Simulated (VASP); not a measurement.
# V (P6_3/mmc) in VASP: a series of runs

The runs below take V through single point, with PBE.

All numbers are computed with VASP 6.6.1; they aren't measurements. Logs are shortened: lines on timing, memory, paths and dates and some standing lists are left out, and cuts for length are marked.

### 1 The crystal as given

It takes space group P6_3/mmc (No. 194, hexagonal). The conventional cell has a = 2.604 Å, b = 2.604 Å, c = 4.723 Å, α = 90.00°, β = 90.00°, γ = 120.00°. Around V (site symmetry -6m2) lie 12 V at 2.60 to 2.80 Å.

This isn't the form of V at room conditions, which is bcc.

### 2 Single point, PBE, collinear spin, ferromagnetic start

INCAR

```
  PREC = Accurate
  ENCUT = 400
  EDIFF = 1E-6
  ISMEAR = 0
  SIGMA = 0.1
  LREAL = F
  LASPH = T
  NELM = 100
  ALGO = Normal
  ISIF = 2
  LWAVE = F
  LCHARG = F
  ISPIN = 2
  MAGMOM = 2 2
  LORBIT = 11
  LMAXMIX = 4
  GGA = PE
  ADDGRID = F
```

KPOINTS

```
Automatic mesh
0
Gamma
  15 15 8
```

POSCAR

```
V
1.0
    2.6042941027      0.0000000000      0.0000000000
   -1.3021470513      2.2553848518      0.0000000000
    0.0000000000      0.0000000000      4.7233360000
V
2
Direct
    0.3610050000      0.6924900000      0.2406650000
    0.6997010000      0.3498080000      0.7667620000
```

Potentials or basis: VASP PAW PBE potentials, release 64 (V_sv).

Launch:

```console
$ cat potpaw_PBE.64/V_sv/POTCAR > POTCAR
$ mpirun -np 1 vasp_std > vasp.out
```

OUTCAR:

```text
PREC = Accurate
   ENCUT = 400
   EDIFF = 1E-6
   ISMEAR = 0
   LREAL = F
   LASPH = T
   NELM = 100
   ISIF = 2
   ISPIN = 2
   LORBIT = 11
   GGA = PE

 Found    901 irreducible k-points:

 Following reciprocal coordinates:
            Coordinates               Weight
  0.000000  0.000000  0.000000      1.000000
  0.066667 -0.000000  0.000000      2.000000
  0.000000  0.066667  0.000000      2.000000
 -0.066667  0.066667  0.000000      2.000000
  0.133333 -0.000000  0.000000      2.000000
  0.000000  0.133333  0.000000      2.000000
   k-points           NKPTS =    901   k-points in BZ     NKDIM =    901   number of bands    NBANDS=     19
   number of dos      NEDOS =    301   number of ions     NIONS =      2
   total plane-waves  NPLWV =  10368
   dimension x,y,z NGX =    18 NGY =   18 NGZ =   32
   dimension x,y,z NGXF=    36 NGYF=   36 NGZF=   64
   ions per type =               2
   NGX,Y,Z   is equivalent  to a cutoff of  11.49, 11.49, 11.26 a.u.
   NGXF,Y,Z  is equivalent  to a cutoff of  22.98, 22.98, 22.53 a.u.
 SYSTEM =  unknown system
   PREC   = accura    normal or accurate (medium, high low for compatibility)
   ISTART =      0    job   : 0-new  1-cont  2-samecut
   ICHARG =      2    charge: 1-file 2-atom 10-const
   ISPIN  =      2    spin polarized calculation?
   LNONCOLLINEAR =      F non collinear calculations
   LSORBIT =      F    spin-orbit coupling
   LASPH  =      T    aspherical Exc in radial PAW
   ENCUT  =  400.0 eV  29.40 Ry    5.42 a.u.   4.25  4.25  7.70*2*pi/ulx,y,z
   NELM   =    100;   NELMIN=  2; NELMDL= -5     # of ELM steps
   EDIFF  = 0.1E-05   stopping-criterion for ELM
   LREAL  =      F    real-space projection
   EDIFFG = 0.1E-04   stopping-criterion for IOM
   NSW    =      0    number of steps for IOM
   IBRION =     -1    ionic relax: 0-MD 1-quasi-New 2-CG
   NFREE  =      0    steps in history (QN), initial steepest desc. (CG)
   ISIF   =      2    stress and relaxation
   ISYM   =      2    0-nonsym 1-usesym 2-fastsym
   POTIM  = 0.5000    time-step for ionic-motion
   TEBEG  =    0.0;   TEEND  =   0.0 temperature during run
   PSTRESS=    0.0 pullay stress
   NELECT =      26.0000    total number of electrons
   NUPDOWN=      -1.0000    fix difference up-down
   EMIN   =  10.00;   EMAX   =-10.00  energy-range for DOS
   EFERMI =   0.00;   METHOD = LEGACY
   ISMEAR =     0;   SIGMA  =   0.10  broadening in eV -4-tet -1-fermi 0-gaus
   EFERMI_NEDOS =   21; number of points for ismear=-14 and -15
   IALGO  =     38    algorithm
   IMIX   =      4    mixing-type and parameters
     AMIX     =   0.40;   BMIX     =  1.00
     AMIX_MAG =   1.60;   BMIX_MAG =  1.00
  volume/ion in A,a.u.               =      13.87        93.61
  Fermi-wavevector in a.u.,A,eV,Ry     =   1.602062  3.027459 34.920768  2.566604
  Thomas-Fermi vector in A             =   2.698942
   LORBIT       =     11    0 simple, 1 ext, 2 COOP (PROOUT), +10 PAW based schemes
   GGA     = PE    functional components
   LHFCALC =     F    Hartree Fock is set to
   AEXX    =    0.0000 exact exchange contribution
   IVDW    =     0    specifies the selected vdW correction
   LEPSILON=     F    determine dielectric tensor
   LRPA    =     F    only Hartree local field effects (RPA)
 spin polarized calculation
 Gauss-broadening in eV      SIGMA  =   0.10
  energy-cutoff  :      400.00
  volume of cell :       27.74
 maximum number of plane-waves:       519
 NGX is ok and might be reduce to    18
   NGX =  9   NGY =  9   NGZ = 15

 number of electron      26.0000001 magnetization       0.0022629

 Free energy of the ion-electron system (eV)
  ---------------------------------------------------
  ext. energy  EPLUGINS =         0.00000000
  ---------------------------------------------------
  free energy    TOTEN  =       -17.41212085 eV

  energy without entropy =      -17.39405241  energy(sigma->0) =      -17.40308663

 E-fermi :   9.7076     XC(G=0): -12.7197

 val. band max:        9.7059054860   @ k =   0.1333   0.4000  -0.3750
 cond. band min:       9.7104371158   @ k =   0.1333  -0.1333   0.1250
 fundamental gap:      0.0045316298
 Fermi energy:         9.7076301406

 spin component 1

 k-point     1 :       0.0000    0.0000    0.0000
  band No.  band energies     occupation
      1     -54.3211      1.00000
      2     -54.2025      1.00000
      3     -28.4376      1.00000
      4     -27.7779      1.00000
      5     -27.6581      1.00000
      6     -27.6551      1.00000
[... 11 lines left out ...]
     18      11.5786      0.00000
     19      12.5529      0.00000
[... 89 lines left out ...]
 k-point     6 :       0.0000    0.1333    0.0000
  band No.  band energies     occupation
      1     -54.2896      1.00000
      2     -54.1808      1.00000
      3     -28.3906      1.00000
      4     -27.8191      1.00000
      5     -27.7659      1.00000
      6     -27.7355      1.00000
[... 11 lines left out ...]
     18      11.3171      0.00000
     19      12.6429      0.00000

 [... further k-points ...]

 spin component 2

 k-point     1 :       0.0000    0.0000    0.0000
  band No.  band energies     occupation
      1     -54.3202      1.00000
      2     -54.2017      1.00000
      3     -28.4368      1.00000
      4     -27.7771      1.00000
      5     -27.6572      1.00000
      6     -27.6543      1.00000
[... 11 lines left out ...]
     18      11.5792      0.00000
     19      12.5535      0.00000
[... 89 lines left out ...]
 k-point     6 :       0.0000    0.1333    0.0000
  band No.  band energies     occupation
      1     -54.2888      1.00000
      2     -54.1800      1.00000
      3     -28.3897      1.00000
      4     -27.8182      1.00000
      5     -27.7650      1.00000
      6     -27.7346      1.00000
[... 11 lines left out ...]
     18      11.3177      0.00000
     19      12.6436      0.00000

 [... further k-points ...]
[... 5 lines left out ...]
  --------------------------------------------------------------------------------------
  -------------------------------------------------------------------------------------
  Total       -0.1163554      0.0519047     -0.1457818      0.1039499      0.0410738     -0.0515312
  in kB       -6.7195124      2.9974920     -8.4188808      6.0030956      2.3720068     -2.9759182
  external PRESSURE =      -4.0469670 kB  Pullay stress =       0.0000000 kB

 VOLUME and BASIS-vectors are now :
 -----------------------------------------------------------------------------
  energy-cutoff  :      400.00
  volume of cell :       27.74
      direct lattice vectors                 reciprocal lattice vectors
     2.604294103  0.000000000  0.000000000     0.383981210  0.221691655  0.000000000
    -1.302147051  2.255384852  0.000000000     0.000000000  0.443383310  0.000000000
     0.000000000  0.000000000  4.723336000     0.000000000  0.000000000  0.211714771

 POSITION                                       TOTAL-FORCE (eV/Angst)
 -----------------------------------------------------------------------------------
      0.03844      1.56183      1.13674        -0.039808      0.029311      1.185813
      1.36673      0.78895      3.62167         0.039808     -0.029311     -1.185813
 -----------------------------------------------------------------------------------
    total drift:                                0.000040     -0.000008     -0.000192

  FREE ENERGIE OF THE ION-ELECTRON SYSTEM (eV)
  ---------------------------------------------------
  free  energy   TOTEN  =       -17.4121208549 eV

  energy  without entropy=      -17.3940524106  energy(sigma->0) =      -17.40308663

 total charge

# of ion       s       p       d       tot
------------------------------------------
    1        2.346   6.211   3.082  11.638
    2        2.346   6.211   3.082  11.638
--------------------------------------------------
tot          4.691  12.423   6.163  23.277

 magnetization (x)

# of ion       s       p       d       tot
------------------------------------------
    1        0.000   0.000   0.001   0.001
    2        0.000   0.000   0.001   0.001
--------------------------------------------------
tot          0.000   0.000   0.001   0.001
```

It took 5.9 min on 1 thread of Intel Xeon Platinum 8488C (Sapphire Rapids), shared host; peak memory 0.51 GiB.

These settings aren't checked as converged: the numbers below hold their error.

Results:

- Free energy: -17.4121 eV
- Pressure: -0.4 GPa
- Largest force: 1.187 eV/Å
- Band gap on the k mesh: none (metal or under the smearing width)
- Net moment: 0.00 μB per cell
- Valence electrons inside the program's atomic spheres: V 11.64

### 3 Single point, PBE, collinear spin, ferromagnetic start

Edit INCAR of step 2 so:

```diff
@@ -1,3 +1,3 @@
   PREC = Accurate
-  ENCUT = 400
+  ENCUT = 650
   EDIFF = 1E-6
```

KPOINTS

```
Automatic mesh
0
Gamma
  13 13 6
```

POSCAR

```
V
1.0
    2.6042941027      0.0000000000      0.0000000000
   -1.3021470513      2.2553848518      0.0000000000
    0.0000000000      0.0000000000      4.7233360000
V
2
Direct
    0.3333333333      0.6666666667      0.2500000000
    0.6666666667      0.3333333333      0.7500000000
```

Potentials or basis: VASP PAW PBE potentials, release 64 (V_sv).

Launch:

```console
$ cat potpaw_PBE.64/V_sv/POTCAR > POTCAR
$ mpirun -np 1 vasp_std > vasp.out
```

OUTCAR:

```text
PREC = Accurate
   ENCUT = 650
   EDIFF = 1E-6
   ISMEAR = 0
   LREAL = F
   LASPH = T
   NELM = 100
   ISIF = 2
   ISPIN = 2
   LORBIT = 11
   GGA = PE

 Found     84 irreducible k-points:

 Following reciprocal coordinates:
            Coordinates               Weight
  0.000000  0.000000  0.000000      1.000000
  0.076923 -0.000000  0.000000      6.000000
  0.153846 -0.000000  0.000000      6.000000
  0.230769 -0.000000  0.000000      6.000000
  0.307692 -0.000000  0.000000      6.000000
  0.384615 -0.000000  0.000000      6.000000
[... 357 lines left out ...]
  external PRESSURE =      -4.0593470 kB  Pullay stress =       0.0000000 kB

 VOLUME and BASIS-vectors are now :
 -----------------------------------------------------------------------------
  energy-cutoff  :      650.00
  volume of cell :       27.74
      direct lattice vectors                 reciprocal lattice vectors
     2.604294103  0.000000000  0.000000000     0.383981210  0.221691655  0.000000000
    -1.302147051  2.255384852  0.000000000     0.000000000  0.443383310  0.000000000
     0.000000000  0.000000000  4.723336000     0.000000000  0.000000000  0.211714771

 POSITION                                       TOTAL-FORCE (eV/Angst)
 -----------------------------------------------------------------------------------
     -0.00000      1.50359      1.18083         0.000000     -0.000000      0.000000
      1.30215      0.75179      3.54250        -0.000000      0.000000      0.000000
 -----------------------------------------------------------------------------------
    total drift:                                0.000000     -0.000000      0.000000

  FREE ENERGIE OF THE ION-ELECTRON SYSTEM (eV)
  ---------------------------------------------------
  free  energy   TOTEN  =       -17.4894562978 eV

  energy  without entropy=      -17.4729895883  energy(sigma->0) =      -17.48122294

 total charge

# of ion       s       p       d       tot
------------------------------------------
    1        2.343   6.209   3.076  11.628
    2        2.343   6.209   3.076  11.628
--------------------------------------------------
tot          4.685  12.418   6.153  23.256

 magnetization (x)

# of ion       s       p       d       tot
------------------------------------------
    1       -0.000  -0.000  -0.000  -0.000
    2       -0.000  -0.000  -0.000  -0.000
--------------------------------------------------
tot         -0.000  -0.000  -0.000  -0.000
```

OSZICAR:

```text
N       E                     dE             d eps       ncg     rms          rms(c)
DAV:   1     0.373878809371E+03    0.37388E+03   -0.18079E+04  6384   0.184E+03
DAV:   2    -0.718126797271E+01   -0.38106E+03   -0.37604E+03  6483   0.562E+02
DAV:   3    -0.189195093060E+02   -0.11738E+02   -0.11424E+02  7636   0.114E+02
DAV:   4    -0.190851226765E+02   -0.16561E+00   -0.16478E+00  7384   0.132E+01
DAV:   5    -0.190872055564E+02   -0.20829E-02   -0.20823E-02  7199   0.149E+00    0.260E+01
DAV:   6    -0.172351826148E+02    0.18520E+01   -0.12011E+01  6704   0.338E+01    0.448E+00
DAV:   7    -0.174317213153E+02   -0.19654E+00   -0.57762E-01  6942   0.744E+00    0.400E+00
DAV:   8    -0.174630126310E+02   -0.31291E-01   -0.16195E-02  6836   0.154E+00    0.148E+00
DAV:   9    -0.174804844935E+02   -0.17472E-01   -0.84402E-03  6701   0.871E-01    0.716E-01
DAV:  10    -0.174892781062E+02   -0.87936E-02   -0.10470E-02  6845   0.763E-01    0.106E-01
DAV:  11    -0.174894377129E+02   -0.15961E-03   -0.32980E-04  6851   0.195E-01    0.452E-02
DAV:  12    -0.174894550098E+02   -0.17297E-04   -0.28115E-05  7387   0.470E-02    0.161E-02
DAV:  13    -0.174894568476E+02   -0.18378E-05   -0.34607E-06  4845   0.165E-02    0.500E-03
DAV:  14    -0.174894562978E+02    0.54982E-06   -0.25133E-07  3219   0.613E-03
   1 F= -.17489456E+02 E0= -.17481223E+02  d E =-.164667E-01  mag=    -0.0002
```

Run time: 86 s. Hardware: 1 thread of Intel Xeon Platinum 8488C (Sapphire Rapids), shared host; peak memory 0.23 GiB.

These settings aren't checked as converged: the numbers below hold their error.

What came out:

| Quantity | Value |
| --- | --- |
| Free energy | -17.4895 eV |
| Pressure | -0.4 GPa |
| Band gap on the k mesh | none (metal or under the smearing width) |
| Net moment | 0.00 μB per cell |
| Valence electrons inside the program's atomic spheres | V 11.63 |

(Part 1 of 2 ends here.)
